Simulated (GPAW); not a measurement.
Crystal: NaF (Villiaumite).

```xyz
2
Lattice="0.0000 2.3200 2.3200 2.3200 0.0000 2.3200 2.3200 2.3200 0.0000" Properties=species:S:1:pos:R:3 pbc="T T T"
Na    0.0000    0.0000    0.0000
F     2.3200    2.3200    2.3200
```

```yaml
Program: GPAW 26.7.0
Task: single point
Functional: PBE
Potentials_or_basis: GPAW PAW data sets (gpaw-data 1.2.1)
Cutoff: 800 eV
Basis: pw
k_mesh: 10 × 10 × 10
Occupations: fermi-dirac, width 0.05 eV
Spin: no spin polarisation
```

On this cell: pressure 0.7 GPa; largest force zero by symmetry; band gap on the k mesh 6.31 eV, direct.

The same run follows on a disturbed copy (atoms moved at random, drawn with an rms of 0.05 Å):

```
Na F
1.0
     0.00000    2.32000    2.32000
     2.32000    0.00000    2.32000
     2.32000    2.32000    0.00000
Na F
1 1
Direct
  0.99536 0.00740 0.00911
  0.49935 0.50326 0.48739
```

Question: What changes?

Answer: The energy moves by +3.1 meV/atom; pressure 0.9 GPa; largest force 0.171 eV/Å; band gap on the k mesh 6.31 eV, direct.

Forces in eV/Å, atoms in the order of the input:
```
Na  -0.142 -0.095 -0.001
F    0.142  0.095  0.001
```

Stress tensor (GPa, compression positive):
```
 1.09 -0.07  0.00
-0.07  0.86  0.00
 0.00  0.00  0.66
```

A k mesh can miss the band edges.
